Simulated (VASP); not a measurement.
# Ag (P6_3/mmc) in VASP: notebook

One crystal, Ag, is run at these levels: PBE; tasks: relaxation of shape and atoms at fixed volume, single point.

All numbers are computed with VASP 6.6.1; they aren't measurements. Logs are shortened: lines on timing, memory, paths and dates and some standing lists are left out, and cuts for length are marked.

### Step 1. The crystal as given

The structure is hexagonal, space group P6_3/mmc (No. 194). Conventional cell: a = 2.874 Å, b = 2.874 Å, c = 4.701 Å, α = 90.00°, β = 90.00°, γ = 120.00°. Ag (site symmetry -6m2) is surrounded by 12 Ag at 2.87 to 2.88 Å.

This isn't the form of Ag at room conditions, which is fcc.

### Step 2. Relaxation of shape and atoms at fixed volume, PBE

Contents of INCAR:

```
  ALGO = Fast
  EDIFF = 1E-6
  EDIFFG = -0.01
  ENCUT = 600
  GGA = PE
  IBRION = 2
  ISIF = 4
  ISMEAR = 0
  LASPH = True
  LCHARG = False
  LREAL = False
  LWAVE = False
  NELM = 80
  NSW = 50
  PREC = Accurate
  SIGMA = 0.1
```

Contents of KPOINTS:

```
k-points
0
Gamma
  18 18 10
```

Contents of POSCAR:

```
Ag
1.0
    2.8742792591      0.0000000000      0.0000000000
   -1.4371396295      2.4891988559      0.0000000000
    0.0000000000      0.0000000000      4.7011093209
Ag
2
Direct
    0.3333333333      0.6666666667      0.2500000000
    0.6666666667      0.3333333333      0.7500000000
```

Potentials or basis: VASP PAW PBE potentials, release 64 (Ag).

Run with:

```sh
$ cat potpaw_PBE.64/Ag/POTCAR > POTCAR
$ mpirun -np 1 vasp_std > vasp.out
```

OUTCAR:

```text
EDIFF = 1E-6
   EDIFFG = -0.01
   ENCUT = 600
   GGA = PE
   IBRION = 2
   ISIF = 4
   ISMEAR = 0
   LASPH = True
   LREAL = False
   NELM = 80
   NSW = 50
   PREC = Accurate

 ion  position               nearest neighbor table
   1  0.333  0.667  0.250-   2 2.88   2 2.88   2 2.88   2 2.88   2 2.88   2 2.88
   2  0.667  0.333  0.750-   1 2.88   1 2.88   1 2.88   1 2.88   1 2.88   1 2.88

  LATTYP: Found a hexagonal cell.
 ALAT       =     2.8742792591
 C/A-ratio  =     1.6355784867

  Lattice vectors:

 A1 = (   2.8742792591,   0.0000000000,   0.0000000000)
 A2 = (  -1.4371396295,   2.4891988559,   0.0000000000)
 A3 = (   0.0000000000,   0.0000000000,   4.7011093209)

Analysis of symmetry for initial positions (statically):
=====================================================================
 Subroutine PRICEL returns:
 Original cell was already a primitive cell.

 Routine SETGRP: Setting up the symmetry group for a
 hexagonal supercell.

 Subroutine GETGRP returns: Found 24 space group operations
 (whereof 12 operations were pure point group operations)
 out of a pool of 24 trial point group operations.

The static configuration has the point symmetry D_3d.
 The point group associated with its full space group is D_6h.

Analysis of symmetry for dynamics (positions and initial velocities):
=====================================================================
 Subroutine PRICEL returns:
 Original cell was already a primitive cell.

 Routine SETGRP: Setting up the symmetry group for a
 hexagonal supercell.

 Subroutine GETGRP returns: Found 24 space group operations
 (whereof 12 operations were pure point group operations)
 out of a pool of 24 trial point group operations.

The dynamic configuration has the point symmetry D_3d.
 The point group associated with its full space group is D_6h.

 Subroutine INISYM returns: Found 24 space group operations
 (whereof 12 operations are pure point group operations),
 and found     1 'primitive' translations

----------------------------------------------------------------------------------------

                                     Primitive cell

  volume of cell :      33.6348

  direct lattice vectors                    reciprocal lattice vectors
     2.874279259  0.000000000  0.000000000     0.347913306  0.200867841  0.000000000
    -1.437139630  2.489198856  0.000000000     0.000000000  0.401735682  0.000000000
     0.000000000  0.000000000  4.701109321     0.000000000  0.000000000  0.212715751

  length of vectors
     2.874279259  2.874279259  4.701109321     0.401735682  0.401735682  0.212715751

  position of ions in fractional coordinates (direct lattice)
     0.333333333  0.666666667  0.250000000
[... 97 lines left out ...]
     AMIX     =   0.40;   BMIX     =  1.00
     AMIX_MAG =   1.60;   BMIX_MAG =  1.00
  volume/ion in A,a.u.               =      16.82       113.49
  Fermi-wavevector in a.u.,A,eV,Ry     =   1.421083  2.685457 27.476649  2.019477
  Thomas-Fermi vector in A             =   2.541930
   LORBIT       =      0    0 simple, 1 ext, 2 COOP (PROOUT), +10 PAW based schemes
   GGA     = PE    functional components
   LHFCALC =     F    Hartree Fock is set to
   AEXX    =    0.0000 exact exchange contribution
   IVDW    =     0    specifies the selected vdW correction
   LEPSILON=     F    determine dielectric tensor
   LRPA    =     F    only Hartree local field effects (RPA)
 conjugate gradient relaxation of ions
 non-spin polarized calculation
 RMM-DIIS sequential band-by-band and
 Gauss-broadening in eV      SIGMA  =   0.10
  energy-cutoff  :      600.00
  volume of cell :       33.63
 maximum number of plane-waves:      1138
 NGX is ok and might be reduce to    24
   NGX = 11   NGY = 11   NGZ = 19

 number of electron      21.9999998 magnetization

 Free energy of the ion-electron system (eV)
  ---------------------------------------------------
  ext. energy  EPLUGINS =         0.00000000
  ---------------------------------------------------
  free energy    TOTEN  =        -5.38627608 eV

  energy without entropy =       -5.38188983  energy(sigma->0) =       -5.38408296

 E-fermi :   8.6049     XC(G=0): -12.2910

 val. band max:        8.6032081783   @ k =   0.3889   0.1111   0.3000
 cond. band min:       8.6327803409   @ k =   0.3889   0.0556   0.5000
 fundamental gap:      0.0295721626
 Fermi energy:         8.6048668962

 k-point     1 :       0.0000    0.0000    0.0000
  band No.  band energies     occupation
      1       0.7531      2.00000
      2       2.1345      2.00000
      3       3.7539      2.00000
      4       3.8570      2.00000
      5       3.8570      2.00000
      6       4.1009      2.00000
      7       4.1009      2.00000
      8       4.4650      2.00000
      9       4.4650      2.00000
     10       5.4984      2.00000
     11       5.4984      2.00000
     12       8.1744      2.00000
     13      12.2747      0.00000
     14      24.3233      0.00000
[... 401 lines left out ...]
      2       2.6175      2.00000
      3       2.7254      2.00000
      4       3.7328      2.00000
      5       4.0877      2.00000
      6       4.2895      2.00000
      7       4.3787      2.00000
      8       5.4875      2.00000
      9       5.6249      2.00000
     10       5.6511      2.00000
     11       8.2720      2.00000
     12      11.5046      0.00000
     13      15.3763      0.00000
     14      15.7061      0.00000
     15      17.7481      0.00000

 [... further k-points ...]

------------------------ aborting loop because EDIFF is reached ----------------------------------------

  FORCE on cell =-STRESS in cart. coord.  units (eV):
  Direction    XX          YY          ZZ          XY          YZ          ZX
  --------------------------------------------------------------------------------------
  -------------------------------------------------------------------------------------
  Total        1.3890203      1.3890203      1.3929747      0.0000000     -0.0000000      0.0000000
  in kB       66.1652978     66.1652978     66.3536613      0.0000000     -0.0000000      0.0000000
  external PRESSURE =      66.2280856 kB  Pullay stress =       0.0000000 kB

 VOLUME and BASIS-vectors are now :
 -----------------------------------------------------------------------------
  energy-cutoff  :      600.00
  volume of cell :       33.63
      direct lattice vectors                 reciprocal lattice vectors
     2.874279259  0.000000000  0.000000000     0.347913306  0.200867841  0.000000000
    -1.437139630  2.489198856  0.000000000     0.000000000  0.401735682  0.000000000
     0.000000000  0.000000000  4.701109321     0.000000000  0.000000000  0.212715751

 POSITION                                       TOTAL-FORCE (eV/Angst)
 -----------------------------------------------------------------------------------
     -0.00000      1.65947      1.17528         0.000000      0.000000      0.000000
      1.43714      0.82973      3.52583         0.000000      0.000000      0.000000
 -----------------------------------------------------------------------------------
    total drift:                                0.000000     -0.000000      0.000000

  FREE ENERGIE OF THE ION-ELECTRON SYSTEM (eV)
  ---------------------------------------------------
  free  energy   TOTEN  =        -5.3862760822 eV

  energy  without entropy=       -5.3818898326  energy(sigma->0) =       -5.38408296

 reached required accuracy - stopping structural energy minimisation
```

Wall time 57 s (1 thread of Intel Xeon Platinum 8488C (Sapphire Rapids), shared host); peak memory 0.24 GiB.

What came out:

| Item | Value |
| --- | --- |
| Free energy | -5.3863 eV |
| Pressure after relaxing | 6.6 GPa |
| Band gap on the k mesh | none (metal or under the smearing width) |

Final structure:
```cif
data_structure
_symmetry_space_group_name_H-M 'P 1'
_symmetry_Int_Tables_number 1
_cell_length_a 2.8743
_cell_length_b 2.8743
_cell_length_c 4.7011
_cell_angle_alpha 90.000
_cell_angle_beta 90.000
_cell_angle_gamma 120.000
_cell_volume 33.63
loop_
_atom_site_label
_atom_site_type_symbol
_atom_site_fract_x
_atom_site_fract_y
_atom_site_fract_z
_atom_site_occupancy
Ag1 Ag 0.33333 0.66667 0.25000 1
Ag2 Ag 0.66667 0.33333 0.75000 1
```

Caveat: the relaxation stopped at its first step, so nothing moved.

### Step 3. Single point, PBE

This run uses another cell than the first one, of 17.81 Å³/atom, 1.059 times its volume.

Contents of INCAR:

```
SYSTEM = Ag
ALGO     = Normal         ! electronic algorithm
EDIFF    = 1E-6           ! SCF threshold, eV
ENCUT    = 520            ! plane-wave cutoff, eV
GGA      = PE             ! functional
ISIF     = 2              ! what is computed and relaxed
ISMEAR   = 0              ! smearing method
LASPH    = .TRUE.         ! aspherical terms in the spheres
LCHARG   = .TRUE.         ! write CHGCAR
LELF     = .TRUE.         ! ELF
LREAL    = .FALSE.        ! projectors in reciprocal space
LVHAR    = .TRUE.       
LWAVE    = .FALSE.        ! write WAVECAR
NBANDS   = 18             ! bands
NELM     = 100            ! most SCF steps
PREC     = Accurate       ! precision mode
SIGMA    = 0.1            ! smearing width, eV
```

Contents of KPOINTS:

```
k-points
0
G
  9 9 4
  0 0 0
```

Contents of POSCAR:

```
Ag
1.0
    2.9300000000      0.0000000000      0.0000000000
   -1.4650000000      2.5374544331      0.0000000000
    0.0000000000      0.0000000000      4.7900000000
Ag
2
Direct
    0.3333333333      0.6666666667      0.2500000000
    0.6666666667      0.3333333333      0.7500000000
```

Potentials or basis: VASP PAW PBE potentials, release 64 (Ag).

Run with:

```sh
$ cat potpaw_PBE.64/Ag/POTCAR > POTCAR
$ mpirun -np 1 vasp_std > vasp.out
```

Run time: 12 s. Hardware: 1 thread of Intel Xeon Platinum 8488C (Sapphire Rapids), shared host; peak memory 0.15 GiB.

Results (log left out):

- Free energy: -5.4419 eV
- Pressure: 0.2 GPa
- Band gap on the k mesh: none (metal or under the smearing width)

Stress tensor (GPa, compression positive):
```
-0.39  0.00  0.00
 0.00 -0.39  0.00
 0.00  0.00  1.44
```

Levels at points of the mesh, in eV from the Fermi level:
```csv
k point,band 8,band 9,band 10,band 11,band 12,band 13,band 14,band 15
"(0.00, 0.00, 0.00)",-3.98,-3.98,-3.04,-3.04,-0.25,3.39,15.57,17.43
"(0.00, 0.00, 0.50)",-4.34,-3.34,-3.34,-3.34,-3.34,10.84,10.84,15.92
```
